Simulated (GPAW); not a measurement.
# HgTe (Coloradoite) (F-43m) in GPAW: further runs

Aim: see how the results for HgTe (Coloradoite) move with the level of theory and the settings. Levels: PBEsol, vdW-DF2. Tasks: band structure, equation of state.

Program: GPAW 26.7.0. These are calculated values, not measurements. Logs are shortened: lines on timing, memory, paths and dates and some standing lists are left out, and cuts for length are marked. The log counts tension as positive stress, the text compression.

**1. The structure**

Symmetry: F-43m, No. 216, cubic system. Conventional cell: a = 6.429 Å, b = 6.429 Å, c = 6.429 Å, α = 90.00°, β = 90.00°, γ = 90.00°. Hg (site symmetry -43m) has 4 Te at 2.78 Å as nearest neighbours. Te (site symmetry -43m) is surrounded by 4 Hg at 2.78 Å.

**2. Band structure, PBEsol, spin-orbit coupling, no magnetisation**

Input file run.py:

```python
import numpy as np
from ase import Atoms
from ase.dft.bandgap import bandgap
from ase.io import write
from ase.units import GPa
from gpaw import GPAW, PW, setup_paths
from gpaw.spinorbit import soc_eigenstates

setup_paths.insert(0, '.')

atoms = Atoms(['Hg', 'Te'],
              cell=[[0.0, 3.2145, 3.2145],
                    [3.2145, 0.0, 3.2145],
                    [3.2145, 3.2145, 0.0]],
              scaled_positions=[[0.0, 0.0, 0.0],
                                [0.75, 0.75, 0.75]],
              pbc=True)

calc = GPAW(mode=PW(600),
            xc='PBEsol',
            kpts={'size': (6, 6, 6), 'gamma': True},
            occupations={'name': 'fermi-dirac', 'width': 0.05},
            nbands=18,
            convergence={'density': 1e-05, 'energy': 1e-05},
            maxiter=150,
            txt='gpaw.txt')
atoms.calc = calc
energy = atoms.get_potential_energy()
forces = atoms.get_forces()
stress = atoms.get_stress()
calc.write('gs.gpw')
write('result.traj', atoms)
print(f'Energy: {energy:.6f} eV')
print('Forces (eV/A):')
print(forces.round(4))
print('Stress (GPa):', (stress / GPa).round(3))
print('Fermi level:', round(calc.get_fermi_level(), 4), 'eV')
print(f'Gap: {bandgap(calc)[0]:.4f} eV, direct: {bandgap(calc, direct=True)[0]:.4f} eV')

path = atoms.cell.bandpath('GXWKGLUWLK,UX', npoints=60, eps=1e-4)
bs_calc = calc.fixed_density(kpts=path, symmetry='off', nbands=31,
                             convergence={'bands': 'CBM+6.0', 'eigenstates': 1e-6}, txt='bands.txt')
bs = bs_calc.band_structure()
bs.write('bs.json')
print(f'Gap on the path: {bandgap(bs_calc)[0]:.4f} eV')

soc = soc_eigenstates(bs_calc, theta=0, phi=0)
np.savetxt('soc_bands.dat', soc.eigenvalues(), fmt='%.4f')
mesh = soc_eigenstates('gs.gpw', theta=0, phi=0)
np.savetxt('soc_mesh.dat', mesh.eigenvalues(), fmt='%.4f')
print('Fermi level with spin-orbit coupling:', round(mesh.fermi_level, 4), 'eV')
```

Potentials or basis: PAW data sets generated in the run's folder for this functional, pw.

Run with:

```bash
> gpaw-setup -f PBEsol Hg Te
> OMP_NUM_THREADS=1 python run.py
```

gpaw.txt:

```text
__  _  _
 | _ |_)|_||  |
 |__||  | ||/\| - 26.7.0

Input parameters:
  mode=PW(ecut=600.0),
  convergence={'density': 1e-05, 'energy': 1e-05},
  kpts=MonkhorstPack(size=(6, 6, 6), gamma=True),
  maxiter=150,
  nbands=18,
  occupations=Occupations(name='fermi-dirac', width=0.05),
  xc=XC(name='PBEsol')

Diagonalizing LCAO Hamiltonian
Converting LCAO to pw mode

                      Te

       Hg

Atoms  # Å, Bohr magnetons
|   | symbol |        x |        y |        z |    initial magnetic moments |
|---|--------|----------|----------|----------|-----------------------------|
| 0 |     Hg | 0.000000 | 0.000000 | 0.000000 | ( 0.0000,  0.0000,  0.0000) |
| 1 |     Te | 4.821750 | 4.821750 | 4.821750 | ( 0.0000,  0.0000,  0.0000) |

Unit cell  # Å
| periodic |        x |        y |        z |  lengths |    angles |
|----------|----------|----------|----------|----------|-----------|
|      yes | 0.000000 | 3.214500 | 3.214500 | 4.545989 | 60.000000 |
|      yes | 3.214500 | 0.000000 | 3.214500 | 4.545989 | 60.000000 |
|      yes | 3.214500 | 3.214500 | 0.000000 | 4.545989 | 60.000000 |

Number of symmetries: 24
Symmetry operations  # r_c * U_cc + t_c -> r_c
|    | kind |            matrix            |
|----|------|------------------------------|
|  0 |  E   |  1, 0, 0,  0, 1, 0,  0, 0, 1 |
|  1 |  σ   |  1, 0, 0,  0, 0, 1,  0, 1, 0 |
|  2 |  σ   |  1, 0,-1,  0, 1,-1,  0, 0,-1 |
|  3 |  C3  |  1, 0,-1,  0, 0,-1,  0, 1,-1 |
|  4 |  C3  |  1,-1, 0,  0,-1, 1,  0,-1, 0 |
|  5 |  σ   |  1,-1, 0,  0,-1, 0,  0,-1, 1 |
|  6 |  σ   |  0, 1, 0,  1, 0, 0,  0, 0, 1 |
|  7 |  C3  |  0, 1, 0,  0, 0, 1,  1, 0, 0 |
|  8 |  C2  |  0, 1,-1,  1, 0,-1,  0, 0,-1 |
|  9 |  S4  |  0, 1,-1,  0, 0,-1,  1, 0,-1 |
| 10 |  C3  |  0, 0, 1,  1, 0, 0,  0, 1, 0 |
| 11 |  σ   |  0, 0, 1,  0, 1, 0,  1, 0, 0 |
| 12 |  S4  |  0, 0,-1,  1, 0,-1,  0, 1,-1 |
| 13 |  C3  |  0, 0,-1,  0, 1,-1,  1, 0,-1 |
| 14 |  S4  |  0,-1, 1,  1,-1, 0,  0,-1, 0 |
| 15 |  C2  |  0,-1, 1,  0,-1, 0,  1,-1, 0 |
| 16 |  C3  |  0,-1, 0,  1,-1, 0,  0,-1, 1 |
| 17 |  S4  |  0,-1, 0,  0,-1, 1,  1,-1, 0 |
| 18 |  S4  | -1, 1, 0, -1, 0, 1, -1, 0, 0 |
| 19 |  C3  | -1, 1, 0, -1, 0, 0, -1, 0, 1 |
| 20 |  C3  | -1, 0, 1, -1, 1, 0, -1, 0, 0 |
| 21 |  S4  | -1, 0, 1, -1, 0, 0, -1, 1, 0 |
| 22 |  σ   | -1, 0, 0, -1, 1, 0, -1, 0, 1 |
| 23 |  C2  | -1, 0, 0, -1, 0, 1, -1, 1, 0 |

BZ-sampling:
  Number of BZ points: 216
  Number of IBZ points: 16

  Monkhorst-Pack size: [6, 6, 6]
  Monkhorst-Pack shift: [0.08333333333333333, 0.08333333333333333, 0.08333333333333333]

K-points  # in reciprocal-cell coordinates
|     |                                coordinates |     weight |
|-----|--------------------------------------------|------------|
|   0 | (  0.00000000,   0.00000000,   0.00000000) | 0.00462963 |
|   1 | (  0.16666667,   0.16666667,   0.00000000) | 0.02777778 |
|   2 | (  0.16666667,   0.16666667,   0.16666667) | 0.03703704 |
|   3 | (  0.33333333,   0.16666667,   0.16666667) | 0.05555556 |
|   4 | (  0.33333333,   0.33333333,  -0.33333333) | 0.05555556 |
|   5 | (  0.33333333,   0.33333333,   0.00000000) | 0.02777778 |
|   6 | (  0.33333333,   0.33333333,   0.16666667) | 0.11111111 |
|   7 | (  0.33333333,   0.33333333,   0.33333333) | 0.03703704 |
|   8 | (  0.50000000,   0.33333333,  -0.33333333) | 0.11111111 |
|   9 | (  0.50000000,   0.33333333,  -0.16666667) | 0.05555556 |
| ... |                                            |            |
|  15 | (  0.50000000,   0.50000000,   0.50000000) | 0.01851852 |

Plane wave coefficients: 2252
Cutoff: 600.0 eV

Spin-components: 1 (collinear spins)
Bands:           18
Projectors:      11
Spin-degeneracy: 2
Datatype:        complex128

Parallelization:
  kpt:    1
  domain: 1
  band:   1

Density:
  Valence electrons: 24.0
  Components: 1
  Grid points: [27 27 27]
  Charge: 0.0  # |e|

Potential:
  Grid points: [27 27 27]

species:
  Hg:
    name:    Mercury
    Z:       80.0
    valence: 18
    core:    62
    charge:  0.0  # [|e|]
    compensation charges:
      type: gauss
      rc: 0.41  # [Å]
      lmax: 2
    cutoffs:
      filter: 2.17  # [Å]
      core: 2.06  # [Å]
    projectors
    | kind |    occ | energy [eV] | rcut [Å] |
    |------|--------|-------------|----------|
    |   6s |  2.000 |      -6.832 |    1.307 |
    |   5p |  6.000 |     -66.590 |    1.291 |
    |   6p |  0.000 |      -1.002 |    1.291 |
    |   5d | 10.000 |      -9.910 |    1.302 |
    |    s |        |      20.379 |    1.307 |
    |    d |        |      17.301 |    1.302 |

    Using partial waves for Hg as LCAO basis

  Te:
    name:    Tellurium
    Z:       52.0
    valence: 6
    core:    46
    charge:  0.0  # [|e|]
    compensation charges:
      type: gauss
      rc: 0.36  # [Å]
      lmax: 2
    cutoffs:
      filter: 2.09  # [Å]
      core: 3.17  # [Å]
    projectors
    | kind |    occ | energy [eV] | rcut [Å] |
    |------|--------|-------------|----------|
    |   5s |  2.000 |     -15.132 |    1.180 |
    |   5p |  4.000 |      -5.970 |    1.196 |
    |    s |        |      12.080 |    1.180 |
    |    p |        |      21.241 |    1.196 |
    |    d |        |       0.000 |    1.238 |

    Using partial waves for Te as LCAO basis

Reference energy: -717722.197136  # eV

eigensolver:
  PPCG
  Converge bands: occupied
  niter=2

density mixing:
  MSR1-Mixer
  Pratt-step length: 0.05
  Maximum mixing coefficient: 0.75
  Old densities: 10
  SVD Regularization: 0.005
  Good broyden scale: 1.0
  Trust region scale: 1.0
  Backstep threshold: 4.0
  History deletion threshold: 6.0
  Fourier metric: weight=20.0, sigma=0.015

occupation numbers:
  Fermi-Dirac:
    width: 0.0500  # eV

poisson solver:
  ecut: 4800.0  # eV

xc functional:
  name: PBEsol with 2 nearest neighbor stencil

convergence criteria:
- Maximum integral of absolute [dens]ity change: 1e-05 electrons / valence electron
- Maximum [total energy] change in last 3 cyles: 1e-05 eV / valence electron
- Maximum integral of absolute [eigenst]ate change: 4e-08 eV^2 / valence electron
maximum number of iterations: 150

SCF iterations
|iter     | |      energy | eigst |  dens |
|---------|-|-------------|-------|-------|
|iter:   1| |   -5.366437 | -0.08 |       |
|iter:   2| |   -5.324186 | -2.04 | -1.44 |
|iter:   3| |   -5.205261 | -1.99 | -1.48 |
|iter:   4| |   -5.214465 | -2.75 | -1.88 |
|iter:   5| |   -5.219857 | -3.09 | -2.22 |
|iter:   6| |   -5.220095 | -4.50 | -3.37 |
|iter:   7| |   -5.220137 | -5.01 | -3.74 |
|iter:   8| |   -5.220138c| -6.68 | -4.33 |
|iter:   9| |   -5.220138c| -7.24 | -4.98 |
|iter:  10| |   -5.220138c| -7.94c| -5.63c|

Converged in 10 steps
Energy contributions relative to reference atoms: (reference = -717722.197136)

Energy contributions:
  Kinetic:          29.247784
  Coulomb:         -24.275493
  Zero:             -2.052068
  External:          0.000000
  Xc:               -8.139888
  Entropy:          -0.000945
  Spinorbit:         0.000000
  ----------------------------
  Free energy:      -5.220610
  Extrapolated:     -5.220138

dipole moment: (-17.537095, -17.537095, -17.537095)  # |e|*Ang

Fermi level: 4.588
Eigenvalues  # (at kpt = [0.000, 0.000, 0.000])
| band index |      eig [eV] | occ [0-2] |
|------------|---------------|-----------|
|          0 |       -58.988 |     2.000 |
|        ... |               |           |
|          5 |        -2.995 |     2.000 |
|          6 |        -2.995 |     2.000 |
|          7 |        -2.464 |     2.000 |
|          8 |        -2.464 |     2.000 |
|          9 |         3.905 |     2.000 |
|         10 |         4.552 |     1.346 |
|         11 |         4.552 |     1.346 |
|         12 |         4.552 |     1.346 |
|         13 |         8.737 |     0.000 |
|         14 |         8.737 |     0.000 |
|         15 |         8.737 |     0.000 |
|         16 |        10.930 |     0.000 |
|         17 |        14.251 |     0.000 |

No gap
No difference between direct/indirect transitions

Forces  # eV/Ang
|       x |        y |       z |
|---------|----------|---------|
| 0.00000 |  0.00000 | 0.00000 |  # Hg   0
| 0.00000 | -0.00000 | 0.00000 |  # Te   1

Stress tensor  # eV/Ang^3
|         x |         y |         z |
|-----------|-----------|-----------|
| -0.011092 | -0.000000 |  0.000000 |
| -0.000000 | -0.011092 |  0.000000 |
|  0.000000 |  0.000000 | -0.011092 |

# Writing to gs.gpw (mode='')
```

Wall time 40 s (1 thread of INTEL XEON PLATINUM 8581C at 2.30GHz (Emerald Rapids), shared host); peak memory 0.31 GiB.

Results:

```
Free energy             : -5.2206 eV
Pressure                : 1.8 GPa
Band gap along the path : none (metal or under the smearing width)
```

Levels at the corners of the path, in eV from the Fermi level:
| point | band 20 | band 21 | band 22 | band 23 | band 24 | band 25 | band 26 | band 27 | band 28 | band 29 |
| --- | --- | --- | --- | --- | --- | --- | --- | --- | --- | --- |
| Γ | -0.98 | -0.88 | -0.88 | -0.01 | -0.01 | -0.01 | -0.01 | 3.00 | 3.00 | 4.39 |
| X | -5.73 | -2.78 | -2.77 | -2.61 | -2.60 | 1.59 | 1.59 | 2.05 | 2.05 | 7.76 |
| W | -5.76 | -3.28 | -3.03 | -2.93 | -2.86 | 2.65 | 3.13 | 4.18 | 4.24 | 4.50 |
| K | -5.66 | -3.37 | -3.35 | -2.28 | -2.25 | 1.84 | 2.00 | 3.61 | 3.70 | 6.34 |
| Γ | -0.98 | -0.88 | -0.88 | -0.01 | -0.01 | -0.01 | -0.01 | 3.00 | 3.00 | 4.39 |
| L | -5.90 | -1.65 | -1.65 | -1.02 | -1.02 | 0.38 | 0.38 | 4.42 | 4.43 | 4.98 |
| U | -5.66 | -3.37 | -3.35 | -2.28 | -2.25 | 1.84 | 2.00 | 3.61 | 3.70 | 6.34 |
| W | -5.76 | -3.28 | -3.03 | -2.93 | -2.86 | 2.65 | 3.13 | 4.18 | 4.24 | 4.50 |
| L | -5.90 | -1.65 | -1.65 | -1.02 | -1.02 | 0.38 | 0.38 | 4.42 | 4.43 | 4.98 |
| K | -5.66 | -3.37 | -3.35 | -2.28 | -2.25 | 1.84 | 2.00 | 3.61 | 3.70 | 6.34 |
| U | -5.66 | -3.37 | -3.35 | -2.28 | -2.25 | 1.84 | 2.00 | 3.61 | 3.70 | 6.34 |
| X | -5.73 | -2.78 | -2.77 | -2.61 | -2.60 | 1.59 | 1.59 | 2.05 | 2.05 | 7.76 |

Caveat: spin-orbit coupling was added after a scalar SCF, so levels and gaps hold it while energy, forces, pressure and moments don't; this program's spin-orbit splittings come out too wide for heavy elements.

**3. Equation of state, vdW-DF2**

Input file run.py:

```python
import spglib
from ase import Atoms
from ase.eos import EquationOfState
from ase.io import Trajectory, read
from ase.units import GPa
from gpaw import GPAW, PW

atoms = read('HgTe.cif')
cell, positions, numbers = spglib.find_primitive(
    (atoms.cell[:], atoms.get_scaled_positions(), atoms.numbers), symprec=1e-4)
atoms = Atoms(numbers, cell=cell, scaled_positions=positions, pbc=True)

traj = Trajectory('eos.traj', 'w')
volumes, energies = [], []
for x in [0.94, 0.96, 0.98, 1.0, 1.02, 1.04, 1.06]:
    a = atoms.copy()
    a.set_cell(atoms.cell * x**(1 / 3), scale_atoms=True)
    calc = GPAW(mode=PW(600),
                xc={'name': 'vdW-DF2', 'backend': 'libvdwxc'},
                kpts={'size': (6, 6, 6), 'gamma': True},
                occupations={'name': 'fermi-dirac', 'width': 0.05},
                nbands=18,
                convergence={'density': 1e-05, 'energy': 1e-05},
                maxiter=150,
                txt=f'eos-{x:.2f}.txt')
    a.calc = calc
    energies.append(a.get_potential_energy(force_consistent=True))
    volumes.append(a.get_volume())
    calc.write(f'eos-{x:.2f}.gpw')
    traj.write(a)
    print(f'{x:.2f} {volumes[-1]:10.4f} A^3 {energies[-1]:14.6f} eV', flush=True)

v0, e0, B = EquationOfState(volumes, energies, eos='birchmurnaghan').fit()
print(f'V0 = {v0:.4f} A^3, E0 = {e0:.6f} eV, B0 = {B / GPa:.2f} GPa')
```

Input file HgTe.cif:

```cif
data_HgTe
_cell_length_a 6.42900000
_cell_length_b 6.42900000
_cell_length_c 6.42900000
_cell_angle_alpha 90.00000000
_cell_angle_beta 90.00000000
_cell_angle_gamma 90.00000000
_space_group_name_H-M_alt 'F-43m'
_space_group_name_Hall 'F -4 2 3'
_space_group_IT_number 216
loop_
_space_group_symop_operation_xyz
'x,y,z'
'y,-x,-z'
'-x,-y,z'
'-y,x,-z'
'x,-y,-z'
'y,x,z'
'-x,y,-z'
'-y,-x,z'
'z,x,y'
'-z,y,-x'
'z,-x,-y'
'-z,-y,x'
'-z,x,-y'
'z,y,x'
'-z,-x,y'
'z,-y,-x'
'y,z,x'
'-x,-z,y'
'-y,z,-x'
'x,-z,-y'
'-y,-z,x'
'x,z,y'
'y,-z,-x'
'-x,z,-y'
'x,y+1/2,z+1/2'
'y,-x+1/2,-z+1/2'
'-x,-y+1/2,z+1/2'
'-y,x+1/2,-z+1/2'
'x,-y+1/2,-z+1/2'
'y,x+1/2,z+1/2'
'-x,y+1/2,-z+1/2'
'-y,-x+1/2,z+1/2'
'z,x+1/2,y+1/2'
'-z,y+1/2,-x+1/2'
'z,-x+1/2,-y+1/2'
'-z,-y+1/2,x+1/2'
'-z,x+1/2,-y+1/2'
'z,y+1/2,x+1/2'
'-z,-x+1/2,y+1/2'
'z,-y+1/2,-x+1/2'
'y,z+1/2,x+1/2'
'-x,-z+1/2,y+1/2'
'-y,z+1/2,-x+1/2'
'x,-z+1/2,-y+1/2'
'-y,-z+1/2,x+1/2'
'x,z+1/2,y+1/2'
'y,-z+1/2,-x+1/2'
'-x,z+1/2,-y+1/2'
'x+1/2,y,z+1/2'
'y+1/2,-x,-z+1/2'
'-x+1/2,-y,z+1/2'
'-y+1/2,x,-z+1/2'
'x+1/2,-y,-z+1/2'
'y+1/2,x,z+1/2'
'-x+1/2,y,-z+1/2'
'-y+1/2,-x,z+1/2'
'z+1/2,x,y+1/2'
'-z+1/2,y,-x+1/2'
'z+1/2,-x,-y+1/2'
'-z+1/2,-y,x+1/2'
'-z+1/2,x,-y+1/2'
'z+1/2,y,x+1/2'
'-z+1/2,-x,y+1/2'
'z+1/2,-y,-x+1/2'
'y+1/2,z,x+1/2'
'-x+1/2,-z,y+1/2'
'-y+1/2,z,-x+1/2'
'x+1/2,-z,-y+1/2'
'-y+1/2,-z,x+1/2'
'x+1/2,z,y+1/2'
'y+1/2,-z,-x+1/2'
'-x+1/2,z,-y+1/2'
'x+1/2,y+1/2,z'
'y+1/2,-x+1/2,-z'
'-x+1/2,-y+1/2,z'
'-y+1/2,x+1/2,-z'
'x+1/2,-y+1/2,-z'
'y+1/2,x+1/2,z'
'-x+1/2,y+1/2,-z'
'-y+1/2,-x+1/2,z'
'z+1/2,x+1/2,y'
'-z+1/2,y+1/2,-x'
'z+1/2,-x+1/2,-y'
'-z+1/2,-y+1/2,x'
'-z+1/2,x+1/2,-y'
'z+1/2,y+1/2,x'
'-z+1/2,-x+1/2,y'
'z+1/2,-y+1/2,-x'
'y+1/2,z+1/2,x'
'-x+1/2,-z+1/2,y'
'-y+1/2,z+1/2,-x'
'x+1/2,-z+1/2,-y'
'-y+1/2,-z+1/2,x'
'x+1/2,z+1/2,y'
'y+1/2,-z+1/2,-x'
'-x+1/2,z+1/2,-y'
loop_
_atom_site_label
_atom_site_type_symbol
_atom_site_symmetry_multiplicity
_atom_site_Wyckoff_symbol
_atom_site_fract_x
_atom_site_fract_y
_atom_site_fract_z
_atom_site_occupancy
Hg1 Hg 4 a 0.0000000000 0.0000000000 0.0000000000 1
Te1 Te 4 c 0.2500000000 0.2500000000 0.2500000000 1
```

Potentials or basis: GPAW PAW data sets (gpaw-data 1.2.1), pw.

Run with:

```bash
> OMP_NUM_THREADS=1 python run.py
```

It took 74 s on 1 thread of INTEL XEON PLATINUM 8581C at 2.30GHz (Emerald Rapids), shared host; peak memory 0.35 GiB.

It converged, with:

```yaml
Equilibrium_volume: outside the volumes run
```

Energy against volume, from the lowest point:
```tsv
volume (Å³/atom)	energy (meV/atom)
31.223	249.93
31.887	192.82
32.551	142.76
33.215	99.01
33.880	61.03
34.544	28.20
35.208	0.00
```

Caveat: the PAW data sets were made with another functional, which shifts forces and pressure a little.
